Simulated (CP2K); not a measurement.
NaCl:

```
Cl Na
1.0
     3.50219    0.00000    0.00000
     0.00000    3.50219    0.00000
     0.00000    0.00000    3.50219
Cl Na
1 1
Direct
  0.50000 0.50000 0.50000
  0.00000 0.00000 0.00000
```

Measurements of this composition are mostly on another form, of space group No. 225.

Base run:

* Program: CP2K 2026.2
* Functional: LDA
* Potentials or basis: POTENTIAL_UZH Cl GTH-PBE-q7, Na GTH-PBE-q9; TZVP-MOLOPT-PBE-GTH basis
* Density cutoff: 19048 eV
* k mesh: 8 × 8 × 8
* Occupations: fermi-dirac, width 0.05 eV
* Spin: no spin polarisation

Its results: band gap on the k mesh 3.51 eV, indirect (least direct gap 4.03 eV); pressure -2.6 GPa.

**Question.** After a change of settings the same cell gave: band gap on the k mesh 3.95 eV, indirect (least direct gap 4.44 eV); pressure 0.2 GPa. Which change was it?
A. functional from LDA to PBEsol
B. functional from LDA to BEEF-vdW
C. functional from LDA to SCAN
D. functional from LDA to AM05

**Answer.** D.

AM05 binds less tightly than LDA, so the same cell stands under more pressure.

Caveats: the potentials were made for another functional, which shifts forces and pressure; the basis of atomic orbitals isn't converged, which shifts pressures, moduli and gaps.
